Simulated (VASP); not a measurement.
# TePb (Fm-3m) in VASP: notebook

Runs on TePb. Level: PBE. Tasks: single point.

Everything below comes from runs of VASP 6.6.1. Logs are shortened: lines on timing, memory, paths and dates and some standing lists are left out, and cuts for length are marked.

## Step 1: The crystal as given

The structure is cubic, space group Fm-3m (No. 225). Conventional cell: a = 6.462 Å, b = 6.462 Å, c = 6.462 Å, α = 90.00°, β = 90.00°, γ = 90.00°. Around Pb (site symmetry m-3m) lie 6 Te at 3.23 Å. Around Te (site symmetry m-3m) lie 6 Pb at 3.23 Å.

## Step 2: Single point, PBE

INCAR

```
SYSTEM = TePb
ALGO = Fast ; EDIFF = 1E-6
ENCUT = 520 ; GGA = PE
ISIF = 2 ; ISMEAR = -1
LASPH = .True. ; LCHARG = .True.
LELF = .True. ; LREAL = .False.
LVHAR = .True. ; LWAVE = .False.
NBANDS = 17 ; NELM = 100
PREC = Accurate ; SIGMA = 0.04
```

KPOINTS

```
k-points
0
Gamma
  3 3 3
  0 0 0
```

POSCAR

```
TePb
1.0
    0.0000000000      3.2310000000      3.2310000000
    3.2310000000      0.0000000000      3.2310000000
    3.2310000000      3.2310000000      0.0000000000
Pb Te
1 1
Direct
    0.0000000000      0.0000000000      0.0000000000
    0.5000000000      0.5000000000      0.5000000000
```

Potentials or basis: VASP PAW PBE potentials, release 64 (Pb_d, Te).

Command:

```bash
$ cat potpaw_PBE.64/Pb_d/POTCAR potpaw_PBE.64/Te/POTCAR > POTCAR
$ mpirun -np 1 vasp_std > vasp.out
```

OUTCAR:

```text
SYSTEM = TePb
   EDIFF = 1E-6
   ENCUT = 520
   GGA = PE
   ISIF = 2
   ISMEAR = -1
   LASPH = .True.
   LREAL = .False.
   NELM = 100
   PREC = Accurate

 ion  position               nearest neighbor table
   1  0.000  0.000  0.000-   2 3.23   2 3.23   2 3.23   2 3.23   2 3.23   2 3.23
   2  0.500  0.500  0.500-   1 3.23   1 3.23   1 3.23   1 3.23   1 3.23   1 3.23

  LATTYP: Found a face centered cubic cell.
 ALAT       =     6.4620000000

  Lattice vectors:

 A1 = (   0.0000000000,   3.2310000000,   3.2310000000)
 A2 = (   3.2310000000,   0.0000000000,   3.2310000000)
 A3 = (   3.2310000000,   3.2310000000,   0.0000000000)

Analysis of symmetry for initial positions (statically):
=====================================================================
 Subroutine PRICEL returns:
 Original cell was already a primitive cell.

 Routine SETGRP: Setting up the symmetry group for a
 face centered cubic supercell.

 Subroutine GETGRP returns: Found 48 space group operations
 (whereof 48 operations were pure point group operations)
 out of a pool of 48 trial point group operations.

The static configuration has the point symmetry O_h .

Analysis of symmetry for dynamics (positions and initial velocities):
=====================================================================
 Subroutine PRICEL returns:
 Original cell was already a primitive cell.

 Routine SETGRP: Setting up the symmetry group for a
 face centered cubic supercell.

 Subroutine GETGRP returns: Found 48 space group operations
 (whereof 48 operations were pure point group operations)
 out of a pool of 48 trial point group operations.

The dynamic configuration has the point symmetry O_h .

 Subroutine INISYM returns: Found 48 space group operations
 (whereof 48 operations are pure point group operations),
 and found     1 'primitive' translations

----------------------------------------------------------------------------------------

                                     Primitive cell

  volume of cell :      67.4592

  direct lattice vectors                    reciprocal lattice vectors
     0.000000000  3.231000000  3.231000000    -0.154750851  0.154750851  0.154750851
     3.231000000  0.000000000  3.231000000     0.154750851 -0.154750851  0.154750851
     3.231000000  3.231000000  0.000000000     0.154750851  0.154750851 -0.154750851

  length of vectors
     4.569324020  4.569324020  4.569324020     0.268036337  0.268036337  0.268036337

  position of ions in fractional coordinates (direct lattice)
     0.000000000  0.000000000  0.000000000
     0.500000000  0.500000000  0.500000000

  ion indices of the primitive-cell ions
   primitive index   ion index
                 1           1
                 2           2

----------------------------------------------------------------------------------------

 KPOINTS: k-points

Automatic generation of k-mesh.
 Grid dimensions read from file:
 generate k-points for:    3    3    3

 Generating k-lattice:

  Cartesian coordinates                     Fractional coordinates (reciprocal lattice)
    -0.051583617  0.051583617  0.051583617     0.333333333  0.000000000  0.000000000
     0.051583617 -0.051583617  0.051583617     0.000000000  0.333333333  0.000000000
     0.051583617  0.051583617 -0.051583617     0.000000000  0.000000000  0.333333333

  Length of vectors
     0.089345446  0.089345446  0.089345446

  Shift w.r.t. Gamma in fractional coordinates (k-lattice)
     0.000000000  0.000000000  0.000000000

 Subroutine IBZKPT returns following result:
 ===========================================

 Found      4 irreducible k-points:

 Following reciprocal coordinates:
            Coordinates               Weight
  0.000000  0.000000  0.000000      1.000000
  0.333333  0.000000  0.000000      8.000000
  0.333333  0.333333  0.000000      6.000000
 -0.333333  0.333333  0.000000     12.000000
   k-points           NKPTS =      4   k-points in BZ     NKDIM =      4   number of bands    NBANDS=     17
   number of dos      NEDOS =    301   number of ions     NIONS =      2
   total plane-waves  NPLWV =  46656
   dimension x,y,z NGX =    36 NGY =   36 NGZ =   36
   dimension x,y,z NGXF=    72 NGYF=   72 NGZF=   72
   ions per type =               1   1
   NGX,Y,Z   is equivalent  to a cutoff of  13.10, 13.10, 13.10 a.u.
   NGXF,Y,Z  is equivalent  to a cutoff of  26.20, 26.20, 26.20 a.u.
 SYSTEM =  TePb
   PREC   = accura    normal or accurate (medium, high low for compatibility)
   ISTART =      0    job   : 0-new  1-cont  2-samecut
   ICHARG =      2    charge: 1-file 2-atom 10-const
   ISPIN  =      1    spin polarized calculation?
   LNONCOLLINEAR =      F non collinear calculations
   LSORBIT =      F    spin-orbit coupling
   LASPH  =      T    aspherical Exc in radial PAW
   ENCUT  =  520.0 eV  38.22 Ry    6.18 a.u.   8.50  8.50  8.50*2*pi/ulx,y,z
   NELM   =    100;   NELMIN=  2; NELMDL= -5     # of ELM steps
   EDIFF  = 0.1E-05   stopping-criterion for ELM
[... 8 lines left out ...]
   TEBEG  =    0.0;   TEEND  =   0.0 temperature during run
   PSTRESS=    0.0 pullay stress
   NELECT =      20.0000    total number of electrons
   NUPDOWN=      -1.0000    fix difference up-down
   EMIN   =  10.00;   EMAX   =-10.00  energy-range for DOS
   EFERMI =   0.00;   METHOD = LEGACY
   ISMEAR =    -1;   SIGMA  =   0.04  broadening in eV -4-tet -1-fermi 0-gaus
   EFERMI_NEDOS =   21; number of points for ismear=-14 and -15
   IALGO  =     68    algorithm
   IMIX   =      4    mixing-type and parameters
     AMIX     =   0.40;   BMIX     =  1.00
     AMIX_MAG =   1.60;   BMIX_MAG =  1.00
  volume/ion in A,a.u.               =      33.73       227.62
  Fermi-wavevector in a.u.,A,eV,Ry     =   1.091619  2.062861 16.213147  1.191633
  Thomas-Fermi vector in A             =   2.227868
   LORBIT       =      0    0 simple, 1 ext, 2 COOP (PROOUT), +10 PAW based schemes
   GGA     = PE    functional components
   LHFCALC =     F    Hartree Fock is set to
   AEXX    =    0.0000 exact exchange contribution
   IVDW    =     0    specifies the selected vdW correction
   LEPSILON=     F    determine dielectric tensor
   LRPA    =     F    only Hartree local field effects (RPA)
 non-spin polarized calculation
 RMM-DIIS sequential band-by-band and
  energy-cutoff  :      520.00
  volume of cell :       67.46
 maximum number of plane-waves:      1853
 NGX is ok and might be reduce to    36
   NGX = 17   NGY = 17   NGZ = 17

 number of electron      20.0000003 magnetization

 Free energy of the ion-electron system (eV)
  ---------------------------------------------------
  ext. energy  EPLUGINS =         0.00000000
  ---------------------------------------------------
  free energy    TOTEN  =        -7.54936310 eV

  energy without entropy =       -7.54936310  energy(sigma->0) =       -7.54936310

 E-fermi :   6.1492     XC(G=0):  -9.3003

 val. band max:        5.2445555515   @ k =   0.3333   0.0000   0.0000
 cond. band min:       7.0879137310   @ k =   0.3333   0.0000   0.0000
 fundamental gap:      1.8433581794
 Fermi energy:         6.1492153601

 k-point     1 :       0.0000    0.0000    0.0000
  band No.  band energies     occupation
      1     -11.0846      2.00000
      2     -11.0846      2.00000
      3     -11.0755      2.00000
      4     -11.0755      2.00000
      5     -11.0755      2.00000
      6      -6.3984      2.00000
[... 9 lines left out ...]
     16      11.4186      0.00000
     17      13.0063      0.00000

 k-point     2 :       0.3333    0.0000    0.0000
  band No.  band energies     occupation
      1     -11.0956      2.00000
      2     -11.0956      2.00000
      3     -11.0736      2.00000
      4     -11.0626      2.00000
      5     -11.0626      2.00000
      6      -5.5186      2.00000
[... 9 lines left out ...]
     16      13.2835      0.00000
     17      17.1096      0.00000

 k-point     3 :       0.3333    0.3333    0.0000
  band No.  band energies     occupation
      1     -11.1274      2.00000
      2     -11.0829      2.00000
      3     -11.0762      2.00000
      4     -11.0563      2.00000
      5     -11.0563      2.00000
      6      -5.2736      2.00000
[... 9 lines left out ...]
     16      14.7492      0.00000
     17      15.5102      0.00000

 k-point     4 :      -0.3333    0.3333    0.0000
  band No.  band energies     occupation
      1     -11.1216      2.00000
      2     -11.0884      2.00000
      3     -11.0709      2.00000
      4     -11.0608      2.00000
      5     -11.0556      2.00000
      6      -4.6747      2.00000
[... 9 lines left out ...]
     16      13.9861      0.00000
     17      15.9546      0.00000

------------------------ aborting loop because EDIFF is reached ----------------------------------------

  FORCE on cell =-STRESS in cart. coord.  units (eV):
  Direction    XX          YY          ZZ          XY          YZ          ZX
  --------------------------------------------------------------------------------------
  -------------------------------------------------------------------------------------
  Total        0.8672774      0.8672774      0.8672774     -0.0000000     -0.0000000      0.0000000
  in kB       20.5981266     20.5981266     20.5981266     -0.0000000     -0.0000000      0.0000000
  external PRESSURE =      20.5981266 kB  Pullay stress =       0.0000000 kB

 VOLUME and BASIS-vectors are now :
 -----------------------------------------------------------------------------
  energy-cutoff  :      520.00
  volume of cell :       67.46
      direct lattice vectors                 reciprocal lattice vectors
     0.000000000  3.231000000  3.231000000    -0.154750851  0.154750851  0.154750851
     3.231000000  0.000000000  3.231000000     0.154750851 -0.154750851  0.154750851
     3.231000000  3.231000000  0.000000000     0.154750851  0.154750851 -0.154750851

 POSITION                                       TOTAL-FORCE (eV/Angst)
 -----------------------------------------------------------------------------------
      0.00000      0.00000      0.00000         0.000000      0.000000      0.000000
      3.23100      3.23100      3.23100         0.000000      0.000000     -0.000000
 -----------------------------------------------------------------------------------
    total drift:                               -0.000000      0.000000      0.000000

  FREE ENERGIE OF THE ION-ELECTRON SYSTEM (eV)
  ---------------------------------------------------
  free  energy   TOTEN  =        -7.5493631005 eV

  energy  without entropy=       -7.5493631004  energy(sigma->0) =       -7.54936310
```

Wall time 5.6 s (1 thread of Intel Xeon 6975P-C (Granite Rapids), shared host); peak memory 0.19 GiB.

Results:

```
Free energy : -7.5494 eV
Pressure    : 2.1 GPa
```

Caveat: the k mesh is coarse (spacing up to 0.56 Å⁻¹), so the values aren't converged; this odd mesh misses L, where the gap lies, so gap, dielectric constants and Born charges aren't listed. The run has no spin-orbit coupling, so splittings on Pb, Te are missing.

## Step 3: Single point, PBE (volume scaled by 1.06)

INCAR

```
SYSTEM = TePb
ALGO = Normal
EDIFF = 1E-6
ENCUT = 520
GGA = PE
ISIF = 2
ISMEAR = -1
LASPH = .TRUE.
LCHARG = .TRUE.
LELF = .TRUE.
LREAL = .FALSE.
LVHAR = .TRUE.
LWAVE = .FALSE.
NBANDS = 17
NELM = 100
PREC = Accurate
SIGMA = 0.05
```

KPOINTS

```
k-points
0
G
  7 7 7
  0 0 0
```

POSCAR

```
TePb
1.0
    0.0000000000      3.2943690292      3.2943690292
    3.2943690292      0.0000000000      3.2943690292
    3.2943690292      3.2943690292      0.0000000000
Pb Te
1 1
Direct
    0.0000000000      0.0000000000      0.0000000000
    0.5000000000      0.5000000000      0.5000000000
```

Potentials or basis: VASP PAW PBE potentials, release 64 (Pb_d, Te).

Command:

```bash
$ cat potpaw_PBE.64/Pb_d/POTCAR potpaw_PBE.64/Te/POTCAR > POTCAR
$ mpirun -np 1 vasp_std > vasp.out
```

OUTCAR:

```text
SYSTEM = TePb
   EDIFF = 1E-6
   ENCUT = 520
   GGA = PE
   ISIF = 2
   ISMEAR = -1
   LASPH = .TRUE.
   LREAL = .FALSE.
   NELM = 100
   PREC = Accurate

 ion  position               nearest neighbor table
   1  0.000  0.000  0.000-   2 3.29   2 3.29   2 3.29   2 3.29   2 3.29   2 3.29
   2  0.500  0.500  0.500-   1 3.29   1 3.29   1 3.29   1 3.29   1 3.29   1 3.29

  LATTYP: Found a face centered cubic cell.
 ALAT       =     6.5887380584

  Lattice vectors:

 A1 = (   0.0000000000,   3.2943690292,   3.2943690292)
 A2 = (   3.2943690292,   0.0000000000,   3.2943690292)
 A3 = (   3.2943690292,   3.2943690292,   0.0000000000)

Analysis of symmetry for initial positions (statically):
=====================================================================
 Subroutine PRICEL returns:
 Original cell was already a primitive cell.

 Routine SETGRP: Setting up the symmetry group for a
 face centered cubic supercell.

 Subroutine GETGRP returns: Found 48 space group operations
 (whereof 48 operations were pure point group operations)
 out of a pool of 48 trial point group operations.

The static configuration has the point symmetry O_h .

Analysis of symmetry for dynamics (positions and initial velocities):
=====================================================================
 Subroutine PRICEL returns:
 Original cell was already a primitive cell.

 Routine SETGRP: Setting up the symmetry group for a
 face centered cubic supercell.

 Subroutine GETGRP returns: Found 48 space group operations
 (whereof 48 operations were pure point group operations)
 out of a pool of 48 trial point group operations.

The dynamic configuration has the point symmetry O_h .

 Subroutine INISYM returns: Found 48 space group operations
 (whereof 48 operations are pure point group operations),
 and found     1 'primitive' translations

----------------------------------------------------------------------------------------
[... 105 lines left out ...]
   IALGO  =     38    algorithm
   IMIX   =      4    mixing-type and parameters
     AMIX     =   0.40;   BMIX     =  1.00
     AMIX_MAG =   1.60;   BMIX_MAG =  1.00
  volume/ion in A,a.u.               =      35.75       241.28
  Fermi-wavevector in a.u.,A,eV,Ry     =   1.070621  2.023181 15.595408  1.146230
  Thomas-Fermi vector in A             =   2.206337
   LORBIT       =      0    0 simple, 1 ext, 2 COOP (PROOUT), +10 PAW based schemes
   GGA     = PE    functional components
   LHFCALC =     F    Hartree Fock is set to
   AEXX    =    0.0000 exact exchange contribution
   IVDW    =     0    specifies the selected vdW correction
   LEPSILON=     F    determine dielectric tensor
   LRPA    =     F    only Hartree local field effects (RPA)
 non-spin polarized calculation
  energy-cutoff  :      520.00
  volume of cell :       71.51
 maximum number of plane-waves:      1948
   NGX = 17   NGY = 17   NGZ = 17

 number of electron      19.9999998 magnetization

 Free energy of the ion-electron system (eV)
  ---------------------------------------------------
  ext. energy  EPLUGINS =         0.00000000
  ---------------------------------------------------
  free energy    TOTEN  =        -7.52325676 eV

  energy without entropy =       -7.52325537  energy(sigma->0) =       -7.52325607

 E-fermi :   5.3553     XC(G=0):  -9.0407

 val. band max:        4.7975761835   @ k =   0.4286   0.0000   0.0000
 cond. band min:       5.8868714350   @ k =   0.4286   0.0000   0.0000
 fundamental gap:      1.0892952515
 Fermi energy:         5.3553173079

 k-point     1 :       0.0000    0.0000    0.0000
  band No.  band energies     occupation
      1     -11.7431      2.00000
      2     -11.7431      2.00000
      3     -11.7380      2.00000
      4     -11.7380      2.00000
      5     -11.7380      2.00000
      6      -6.6603      2.00000
[... 377 lines left out ...]
      4     -11.7288      2.00000
      5     -11.7189      2.00000
      6      -5.0705      2.00000
[... 9 lines left out ...]
     16      15.1805      0.00000
     17      15.5026      0.00000

------------------------ aborting loop because EDIFF is reached ----------------------------------------

  FORCE on cell =-STRESS in cart. coord.  units (eV):
  Direction    XX          YY          ZZ          XY          YZ          ZX
  --------------------------------------------------------------------------------------
  -------------------------------------------------------------------------------------
  Total       -0.1807967     -0.1807967     -0.1807967      0.0000000      0.0000000      0.0000000
  in kB       -4.0509257     -4.0509257     -4.0509257      0.0000000      0.0000000      0.0000000
  external PRESSURE =      -4.0509257 kB  Pullay stress =       0.0000000 kB

 VOLUME and BASIS-vectors are now :
 -----------------------------------------------------------------------------
  energy-cutoff  :      520.00
  volume of cell :       71.51
      direct lattice vectors                 reciprocal lattice vectors
     0.000000000  3.294369029  3.294369029    -0.151774132  0.151774132  0.151774132
     3.294369029  0.000000000  3.294369029     0.151774132 -0.151774132  0.151774132
     3.294369029  3.294369029  0.000000000     0.151774132  0.151774132 -0.151774132

 POSITION                                       TOTAL-FORCE (eV/Angst)
 -----------------------------------------------------------------------------------
      0.00000      0.00000      0.00000         0.000000      0.000000      0.000000
      3.29437      3.29437      3.29437        -0.000000      0.000000     -0.000000
 -----------------------------------------------------------------------------------
    total drift:                               -0.000000      0.000000      0.000000

  FREE ENERGIE OF THE ION-ELECTRON SYSTEM (eV)
  ---------------------------------------------------
  free  energy   TOTEN  =        -7.5232567632 eV

  energy  without entropy=       -7.5232553721  energy(sigma->0) =       -7.52325607
```

It took 22 s on 1 thread of Intel Xeon Platinum 8259CL at 2.50GHz (Skylake/Cascade Lake), shared host; peak memory 0.21 GiB.

Results:

```yaml
Free_energy: -7.5233 eV
Pressure: -0.4 GPa
```

Caveat: this odd mesh misses L, where the gap lies, so gap, dielectric constants and Born charges aren't listed.

## Step 4: Single point, PBE (volume scaled by 0.98)

INCAR

```
SYSTEM = TePb
  ALGO = Fast
  EDIFF = 1E-6
  ENCUT = 520
  GGA = PE
  ISIF = 2
  ISMEAR = -1
  LASPH = .True.
  LCHARG = .False.
  LREAL = .False.
  LWAVE = .False.
  NBANDS = 17
  NELM = 100
  PREC = Accurate
  SIGMA = 0.05
```

KPOINTS

```
k-points
0
Gamma
  7 7 7
  0 0 0
```

POSCAR

```
TePb
1.0
    0.0000000000      3.2093147829      3.2093147829
    3.2093147829      0.0000000000      3.2093147829
    3.2093147829      3.2093147829      0.0000000000
Pb Te
1 1
Direct
    0.0000000000      0.0000000000      0.0000000000
    0.5000000000      0.5000000000      0.5000000000
```

Command:

```bash
$ cat potpaw_PBE.64/Pb_d/POTCAR potpaw_PBE.64/Te/POTCAR > POTCAR
$ mpirun -np 1 vasp_std > vasp.out
```

Wall time 24 s (1 thread of Intel Xeon Platinum 8259CL at 2.50GHz (Skylake/Cascade Lake), shared host); peak memory 0.21 GiB.

The run converged. Its results:

| Item | Value |
| --- | --- |
| Free energy | -7.4806 eV |
| Pressure | 3.1 GPa |

Levels at points of the mesh, in eV from the Fermi level:
| k point | band 8 | band 9 | band 10 | band 11 | band 12 | band 13 |
| --- | --- | --- | --- | --- | --- | --- |
| (0.00, 0.00, 0.00) | -1.82 | -1.82 | -1.82 | 3.71 | 3.71 | 3.71 |

Caveat: this odd mesh misses L, where the gap lies, so gap, dielectric constants and Born charges aren't listed.

(Continued in part 2 of 2.)
